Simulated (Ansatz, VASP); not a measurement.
## CoPtO2: VASP beside Ansatz

```xyz
4
Lattice="1.4123 0.8154 5.9394 -1.4123 0.8154 5.9394 0.0000 -1.6307 5.9394" Properties=species:S:1:pos:R:3 pbc="T T T"
Pt    0.0000    0.0000    0.0000
Co    0.0000    0.0000    8.9091
O     0.0000    0.0000    2.0000
O     0.0000    0.0000   15.8182
```

The cell is a database's computed one.

Alike in both runs: task single point; functional PBEsol; k mesh 11 × 11 × 11; occupations fermi-dirac, width 0.05 eV; no spin polarisation.

|  | VASP | Ansatz |
| --- | --- | --- |
| version | VASP 6.6.1 | Ansatz 0.2.0 |
| potentials or method | VASP PAW PBE potentials, release 64 (Pt, Co, O) | Ansatz PAW |
| plane-wave cutoff (eV) | 520 | 420 |
| valence electrons in the cell | 31 | 47 |

|  | VASP | Ansatz | Ansatz less VASP |
| --- | --- | --- | --- |
| gap on the k mesh at the Fermi level (eV) | none | none | - |
| pressure (GPa) | -4.6 | -4.7 | -0.10 |
| largest component of the traceless stress (GPa) | 1.18 | 1.71 | +0.536 |
| rms of the force components (eV/Å) | 0.002 | 0.005 | +0.0027 |

Atom by atom the forces differ by 0.003 eV/Å (rms over components). A gap of «none» marks a metal or a gap that the smearing closes. The two sets of potentials don't hold the same shells in valence.

Caveats: an odd number of electrons without spin polarisation forces a metal; a magnetic or distorted state may lie lower; the run has no spin polarisation, though such a crystal can be magnetic; semilocal functionals often make such compounds metallic where correlation or magnetic order opens a gap, which also shifts bond lengths; the PAW data sets were made with another functional, which shifts forces and pressure a little (VASP); the pressure holds a Pulay correction of +0.7 GPa for the finite cutoff (Ansatz); the PAW data sets come from PBE, with cores solved anew for the run's functional, which leaves a small shift of forces and pressure (Ansatz). Spin-orbit coupling is left out, which matters for the levels of Pt. Spin polarisation is off, so any magnetic state and its effect on volume and gap are missing.
